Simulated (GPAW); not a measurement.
# Rh (Fm-3m) in GPAW: notebook

One crystal, Rh, is run at these levels: r2SCAN, PBEsol, PBEsol+D3, PBEsol+D3(BJ), PBEsol+D3(BJ)+ATM; tasks: single point, relaxation of cell and atoms.

Program: GPAW 26.7.0. These are calculated values, not measurements. Logs are shortened: lines on timing, memory, paths and dates and some standing lists are left out, and cuts for length are marked. The log counts tension as positive stress, the text compression.

### 1 Starting point

It takes space group Fm-3m (No. 225, cubic). Conventional cell: a = 3.796 Å, b = 3.796 Å, c = 3.796 Å, α = 90.00°, β = 90.00°, γ = 90.00°. Rh (site symmetry m-3m) is surrounded by 12 Rh at 2.68 Å.

### 2 Single point, r2SCAN (volume scaled by 0.96)

Input file run.py:

```python
from ase import Atoms
from ase.dft.bandgap import bandgap
from ase.io import write
from ase.units import GPa
from gpaw import GPAW, PW

atoms = Atoms(['Rh'],
              cell=[[0.0, 1.8722002341, 1.8722002341],
                    [1.8722002341, 0.0, 1.8722002341],
                    [1.8722002341, 1.8722002341, 0.0]],
              scaled_positions=[[0.0, 0.0, 0.0]],
              pbc=True)

calc = GPAW(mode=PW(450),
            xc='MGGA_X_R2SCAN+MGGA_C_R2SCAN',
            kpts={'size': (10, 10, 10), 'gamma': True},
            occupations={'name': 'fermi-dirac', 'width': 0.05},
            nbands=16,
            maxiter=120,
            txt='gpaw.txt')
atoms.calc = calc
energy = atoms.get_potential_energy()
forces = atoms.get_forces()
stress = atoms.get_stress()
calc.write('gs.gpw')
write('result.traj', atoms)
print(f'Energy: {energy:.6f} eV')
print('Forces (eV/A):')
print(forces.round(4))
print('Stress (GPa):', (stress / GPa).round(3))
print('Fermi level:', round(calc.get_fermi_level(), 4), 'eV')
print(f'Gap: {bandgap(calc)[0]:.4f} eV, direct: {bandgap(calc, direct=True)[0]:.4f} eV')
```

Potentials or basis: GPAW PAW data sets (gpaw-data 1.2.1), pw.

Run with:

```bash
$ OMP_NUM_THREADS=1 python run.py
```

gpaw.txt:

```text
__  _  _
 | _ |_)|_||  |
 |__||  | ||/\| - 26.7.0

Input parameters:
  mode=PW(ecut=450.00000000000006),
  kpts=MonkhorstPack(size=(10, 10, 10), gamma=True),
  maxiter=120,
  nbands=16,
  occupations=Occupations(name='fermi-dirac', width=0.05),
  xc=XC(name='MGGA_X_R2SCAN+MGGA_C_R2SCAN')

Diagonalizing LCAO Hamiltonian
Converting LCAO to pw mode

       Rh

Atoms  # Å, Bohr magnetons
|   | symbol |        x |        y |        z |    initial magnetic moments |
|---|--------|----------|----------|----------|-----------------------------|
| 0 |     Rh | 0.000000 | 0.000000 | 0.000000 | ( 0.0000,  0.0000,  0.0000) |

Unit cell  # Å
| periodic |        x |        y |        z |  lengths |    angles |
|----------|----------|----------|----------|----------|-----------|
|      yes | 0.000000 | 1.872200 | 1.872200 | 2.647691 | 60.000000 |
|      yes | 1.872200 | 0.000000 | 1.872200 | 2.647691 | 60.000000 |
|      yes | 1.872200 | 1.872200 | 0.000000 | 2.647691 | 60.000000 |

Number of symmetries: 48
Symmetry operations  # r_c * U_cc + t_c -> r_c
|    | kind |            matrix            |
|----|------|------------------------------|
|  0 |  σ   |  1, 0, 0,  1, 0,-1,  1,-1, 0 |
|  1 |  C2  |  1, 0, 0,  1,-1, 0,  1, 0,-1 |
|  2 |  E   |  1, 0, 0,  0, 1, 0,  0, 0, 1 |
|  3 |  σ   |  1, 0, 0,  0, 0, 1,  0, 1, 0 |
|  4 |  C4  |  1, 0,-1,  1, 0, 0,  1,-1, 0 |
|  5 |  S6  |  1, 0,-1,  1,-1, 0,  1, 0, 0 |
|  6 |  σ   |  1, 0,-1,  0, 1,-1,  0, 0,-1 |
|  7 |  C3  |  1, 0,-1,  0, 0,-1,  0, 1,-1 |
|  8 |  S6  |  1,-1, 0,  1, 0, 0,  1, 0,-1 |
|  9 |  C4  |  1,-1, 0,  1, 0,-1,  1, 0, 0 |
| 10 |  C3  |  1,-1, 0,  0,-1, 1,  0,-1, 0 |
| 11 |  σ   |  1,-1, 0,  0,-1, 0,  0,-1, 1 |
| 12 |  σ   |  0, 1, 0,  1, 0, 0,  0, 0, 1 |
| 13 |  C4  |  0, 1, 0,  0, 1,-1, -1, 1, 0 |
| 14 |  C3  |  0, 1, 0,  0, 0, 1,  1, 0, 0 |
| 15 |  S6  |  0, 1, 0, -1, 1, 0,  0, 1,-1 |
| 16 |  C2  |  0, 1,-1,  1, 0,-1,  0, 0,-1 |
| 17 |  σ   |  0, 1,-1,  0, 1, 0, -1, 1, 0 |
| 18 |  S4  |  0, 1,-1,  0, 0,-1,  1, 0,-1 |
| 19 |  C4  |  0, 1,-1, -1, 1, 0,  0, 1, 0 |
| 20 |  C3  |  0, 0, 1,  1, 0, 0,  0, 1, 0 |
| 21 |  σ   |  0, 0, 1,  0, 1, 0,  1, 0, 0 |
| 22 |  S6  |  0, 0, 1,  0,-1, 1, -1, 0, 1 |
| 23 |  C4  |  0, 0, 1, -1, 0, 1,  0,-1, 1 |
| 24 |  S4  |  0, 0,-1,  1, 0,-1,  0, 1,-1 |
| 25 |  C3  |  0, 0,-1,  0, 1,-1,  1, 0,-1 |
| 26 |  C2  |  0, 0,-1,  0,-1, 0, -1, 0, 0 |
| 27 |  S6  |  0, 0,-1, -1, 0, 0,  0,-1, 0 |
| 28 |  S4  |  0,-1, 1,  1,-1, 0,  0,-1, 0 |
| 29 |  C4  |  0,-1, 1,  0, 0, 1, -1, 0, 1 |
| 30 |  C2  |  0,-1, 1,  0,-1, 0,  1,-1, 0 |
| 31 |  σ   |  0,-1, 1, -1, 0, 1,  0, 0, 1 |
| 32 |  C3  |  0,-1, 0,  1,-1, 0,  0,-1, 1 |
| 33 |  S6  |  0,-1, 0,  0, 0,-1, -1, 0, 0 |
| 34 |  S4  |  0,-1, 0,  0,-1, 1,  1,-1, 0 |
| 35 |  C2  |  0,-1, 0, -1, 0, 0,  0, 0,-1 |
| 36 |  C2  | -1, 1, 0,  0, 1, 0,  0, 1,-1 |
| 37 |  S6  | -1, 1, 0,  0, 1,-1,  0, 1, 0 |
| 38 |  S4  | -1, 1, 0, -1, 0, 1, -1, 0, 0 |
| 39 |  C3  | -1, 1, 0, -1, 0, 0, -1, 0, 1 |
| 40 |  S6  | -1, 0, 1,  0, 0, 1,  0,-1, 1 |
| 41 |  C2  | -1, 0, 1,  0,-1, 1,  0, 0, 1 |
| 42 |  C3  | -1, 0, 1, -1, 1, 0, -1, 0, 0 |
| 43 |  S4  | -1, 0, 1, -1, 0, 0, -1, 1, 0 |
| 44 |  C2  | -1, 0, 0,  0, 0,-1,  0,-1, 0 |
| 45 |  i   | -1, 0, 0,  0,-1, 0,  0, 0,-1 |
| 46 |  σ   | -1, 0, 0, -1, 1, 0, -1, 0, 1 |
| 47 |  C2  | -1, 0, 0, -1, 0, 1, -1, 1, 0 |

BZ-sampling:
  Number of BZ points: 1000
  Number of IBZ points: 47

  Monkhorst-Pack size: [10, 10, 10]
  Monkhorst-Pack shift: [0.05, 0.05, 0.05]

K-points  # in reciprocal-cell coordinates
|     |                                coordinates |     weight |
|-----|--------------------------------------------|------------|
|   0 | (  0.00000000,   0.00000000,   0.00000000) | 0.00100000 |
|   1 | (  0.10000000,   0.10000000,   0.00000000) | 0.00600000 |
|   2 | (  0.10000000,   0.10000000,   0.10000000) | 0.00800000 |
|   3 | (  0.20000000,   0.10000000,   0.10000000) | 0.01200000 |
|   4 | (  0.20000000,   0.20000000,   0.00000000) | 0.00600000 |
|   5 | (  0.20000000,   0.20000000,   0.10000000) | 0.02400000 |
|   6 | (  0.20000000,   0.20000000,   0.20000000) | 0.00800000 |
|   7 | (  0.30000000,   0.20000000,   0.10000000) | 0.02400000 |
|   8 | (  0.30000000,   0.20000000,   0.20000000) | 0.02400000 |
|   9 | (  0.30000000,   0.30000000,   0.00000000) | 0.00600000 |
| ... |                                            |            |
|  46 | (  0.50000000,   0.50000000,   0.50000000) | 0.00400000 |

Plane wave coefficients: 296
Cutoff: 450.00000000000006 eV

Spin-components: 1 (collinear spins)
Bands:           16
Projectors:      6
Spin-degeneracy: 2
Datatype:        complex128

Parallelization:
  kpt:    1
  domain: 1
  band:   1

Density:
  Valence electrons: 15.0
  Components: 1
  Grid points: [14 14 14]
  Charge: 0.0  # |e|

Potential:
  Grid points: [14 14 14]

species:
  Rh:
    name:    Rhodium
    Z:       45.0
    valence: 15
    core:    30
    charge:  0.0  # [|e|]
    compensation charges:
      type: gauss
      rc: 0.38  # [Å]
      lmax: 2
    cutoffs:
      filter: 2.48  # [Å]
      core: 2.35  # [Å]
    projectors
    | kind |    occ | energy [eV] | rcut [Å] |
    |------|--------|-------------|----------|
    |   5s |  1.000 |      -4.297 |    1.270 |
    |   4p |  6.000 |     -50.429 |    1.381 |
    |   5p |  0.000 |      -0.852 |    1.381 |
    |   4d |  8.000 |      -5.942 |    1.244 |
    |    s |        |      22.915 |    1.270 |
    |    d |        |      21.270 |    1.244 |

    Using partial waves for Rh as LCAO basis

Reference energy: -130134.647000  # eV

eigensolver:
  PPCG
  Converge bands: occupied
  niter=2

density mixing:
  MSR1-Mixer
  Pratt-step length: 0.05
  Maximum mixing coefficient: 0.75
  Old densities: 10
  SVD Regularization: 0.005
  Good broyden scale: 1.0
  Trust region scale: 1.0
  Backstep threshold: 4.0
  History deletion threshold: 6.0
  Fourier metric: weight=20.0, sigma=0.015

occupation numbers:
  Fermi-Dirac:
    width: 0.0500  # eV

poisson solver:
  ecut: 3600.0000000000005  # eV

xc functional:
  name: MGGA_X_R2SCAN+MGGA_C_R2SCAN with 2 nearest neighbor stencil

convergence criteria:
- Maximum [total energy] change in last 3 cyles: 0.0005 eV / valence electron
- Maximum integral of absolute [dens]ity change: 0.0001 electrons / valence electron
- Maximum integral of absolute [eigenst]ate change: 4e-08 eV^2 / valence electron
maximum number of iterations: 120

SCF iterations
|iter     | |      energy | eigst |  dens |
|---------|-|-------------|-------|-------|
|iter:   1| |  -23.214386 | -0.05 |       |
|iter:   2| |  -20.031693 | -1.86 | -1.10 |
|iter:   3| |  -19.852403 | -2.75 | -1.24 |
|iter:   4| |  -19.752371 | -2.55 | -1.44 |
|iter:   5| |  -19.752053 | -3.31 | -2.03 |
|iter:   6| |  -19.752767c| -3.74 | -2.47 |
|iter:   7| |  -19.752762c| -5.23 | -2.97 |
|iter:   8| |  -19.752749c| -6.95 | -3.54 |
|iter:   9| |  -19.752748c| -7.79c| -4.11c|

Converged in 9 steps
Energy contributions relative to reference atoms: (reference = -130134.647000)

Energy contributions:
  Kinetic:           2.911954
  Coulomb:          -4.116786
  Zero:             -0.142765
  External:          0.000000
  Xc:              -18.399648
  Entropy:          -0.011006
  Spinorbit:         0.000000
  ----------------------------
  Free energy:     -19.758251
  Extrapolated:    -19.752748

dipole moment: (-11.295017, -11.295017, -11.295017)  # |e|*Ang

Fermi level: 12.556
Eigenvalues  # (at kpt = [0.000, 0.000, 0.000])
| band index |      eig [eV] | occ [0-2] |
|------------|---------------|-----------|
|          0 |       -35.334 |     2.000 |
|          1 |       -35.334 |     2.000 |
|          2 |       -35.334 |     2.000 |
|          3 |         4.038 |     2.000 |
|          4 |         9.118 |     2.000 |
|          5 |         9.118 |     2.000 |
[... 8 lines left out ...]
|         14 |        41.360 |     0.000 |
|         15 |        47.059 |     0.000 |

No gap
No difference between direct/indirect transitions

Forces  # eV/Ang
|       x |       y |       z |
|---------|---------|---------|
| 0.00000 | 0.00000 | 0.00000 |  # Rh   0

Stress tensor  # eV/Ang^3
|         x |         y |         z |
|-----------|-----------|-----------|
| -0.114084 |  0.000000 |  0.000000 |
|  0.000000 | -0.114084 |  0.000000 |
|  0.000000 |  0.000000 | -0.114084 |

# Writing to gs.gpw (mode='')
```

It took 27 s on 1 thread of AMD EPYC 7R43 (Zen 3), shared host; peak memory 0.21 GiB.

Results:

| Quantity | Value |
| --- | --- |
| Free energy | -19.7583 eV |
| Pressure | 18.3 GPa |
| Band gap on the k mesh | none (metal or under the smearing width) |

Caveat: the cutoff is short for stress and forces, so pressures can be off by a GPa or more; the PAW data sets were made with another functional, which shifts forces and pressure a little.

### 3 Relaxation of cell and atoms, PBEsol

Input file run.py:

```python
from ase import Atoms
from ase.filters import FrechetCellFilter
from ase.io import write
from ase.optimize import BFGS
from gpaw import GPAW, PW, setup_paths

setup_paths.insert(0, '.')

atoms = Atoms(['Rh'],
              cell=[[0.0, 1.89785, 1.89785],
                    [1.89785, 0.0, 1.89785],
                    [1.89785, 1.89785, 0.0]],
              scaled_positions=[[0.0, 0.0, 0.0]],
              pbc=True)

calc = GPAW(mode=PW(600),
            xc='PBEsol',
            kpts={'size': (12, 12, 12), 'gamma': True},
            occupations={'name': 'fermi-dirac', 'width': 0.05},
            nbands=16,
            convergence={'density': 1e-05, 'forces': 0.0001},
            maxiter=150,
            txt='gpaw.txt')
atoms.calc = calc
opt = BFGS(FrechetCellFilter(atoms), trajectory='relax.traj', logfile='-')
done = opt.run(fmax=0.02, steps=60)
calc.write('gs.gpw')
write('result.traj', atoms)
print('Converged:', done)
print('Cell:', atoms.cell.cellpar().round(4))
print('Volume:', round(atoms.get_volume(), 4))
print(atoms.get_scaled_positions().round(5))
```

Potentials or basis: PAW data sets generated in the run's folder for this functional, pw.

Run with:

```bash
$ gpaw-setup -f PBEsol Rh
$ OMP_NUM_THREADS=1 python run.py
```

Wall time 28 s (1 thread of Intel Xeon Platinum 8488C (Sapphire Rapids), shared host); peak memory 0.15 GiB.

The run converged. Its results:

```
Free energy                            : -8.1752 eV
Relaxed volume                         : 13.60 Å³/atom
Relaxed cell                           : a = 2.679 Å, b = 2.679 Å, c = 2.679 Å, α = 60.00°, β = 60.00°, γ = 60.00°
Space group after relaxing (to 0.05 Å) : Fm-3m (No. 225)
Energy gained by relaxing              : 0.3 meV/atom
Ionic steps                            : 2
Pressure after relaxing                : 0.1 GPa
Band gap on the k mesh                 : none (metal or under the smearing width)
```

The path:
```csv
step,energy change (eV),largest force (eV/Å),pressure (GPa),volume (Å³)
1,0.0000,0.0000,-1.44,13.67
2,-0.0003,0.0000,0.07,13.60
```

Final structure:
```
CELL_PARAMETERS angstrom
0.00000 1.89452 1.89452
1.89452 0.00000 1.89452
1.89452 1.89452 0.00000
ATOMIC_POSITIONS crystal
Rh 0.00000 0.00000 0.00000
```

Levels at points of the mesh, in eV from the Fermi level:
```csv
k point,band 3,band 4,band 5,band 6,band 7,band 8,band 9,band 10,band 11,band 12
"(0.00, 0.00, 0.00)",-46.38,-8.12,-3.16,-3.16,-3.16,-1.03,-1.03,16.27,22.02,22.02
"(0.50, 0.50, 0.00)",-46.66,-6.44,-6.06,0.54,0.99,0.99,3.19,12.33,13.61,13.61
"(0.50, 0.50, 0.50)",-46.48,-6.24,-3.24,-3.24,0.56,0.56,0.64,8.69,15.70,22.30
```

Caveat: later steps reuse the first step's grids.

(Continued in part 2 of 3.)
